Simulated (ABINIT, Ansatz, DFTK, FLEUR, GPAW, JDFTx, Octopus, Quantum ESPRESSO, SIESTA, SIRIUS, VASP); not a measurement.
# One calculation of AlN, 12 ways

```
Al N
1.0
     3.11300    0.00000    0.00000
    -1.55650    2.69594    0.00000
     0.00000    0.00000    4.98100
Al N
2 2
Direct
  0.66667 0.33333 0.50000
  0.33333 0.66667 0.00000
  0.66667 0.33333 0.88000
  0.33333 0.66667 0.38000
```

Alike in all runs: task single point; functional PBE; k mesh 10 × 10 × 6; occupations fermi-dirac, width 0.05 eV; no spin polarisation; no spin-orbit coupling. Pressure is positive in compression and, in plane waves, holds the error of the finite cutoff, which Ansatz's Pulay term estimates and takes out.

```tsv
program and potentials	plane-wave cutoff (eV)	notes	pressure (GPa)	largest force (eV/Å)
SIESTA, files PseudoDojo sr-pbe-0.4.1-standard, DZP (energy shift 0.003 Ry)	-	atomic basis	5.12	0.134
SIRIUS, all-electron FP-LAPW, apw+lo standard	-	-	-	0.130
ABINIT, JTH PAW PBE v2.0	707	-	4.20	0.131
SIRIUS, PseudoDojo 0.4.1 PBE standard (scalar relativistic)	1152	-	3.36	0.131
GPAW, GPAW PAW data sets (gpaw-data 1.2.1)	800	-	4.62	0.133
VASP, PBE PAW files Al, N, 520 eV	520	-	3.46	0.129
Octopus, pseudodojo_pbe (PseudoDojo 0.5, PBE)	-	-	-	0.130
Quantum ESPRESSO, SSSP 1.3 efficiency PBE	816	-	3.84	0.131
FLEUR, all-electron, FLAPW	-	-	-	0.129
JDFTx, PseudoDojo-SR-PBE-0.5-standard	1143	-	3.36	0.131
DFTK, PseudoDojo SR PBE 0.4.1 standard (PBE)	1143	-	3.37	0.131
Ansatz, Ansatz PAW (earlier soft set)	420	-	?	?
```

Question: Estimate from the other rows what the run with Ansatz, Ansatz PAW (earlier soft set) gave.

Answer: Pressure 3.64 GPa; largest force 0.129 eV/Å. Its pressure holds a Pulay term of +0.26 GPa. The other rows, which needn't bracket it: pressure 3.36 to 5.12; largest force 0.129 to 0.134.
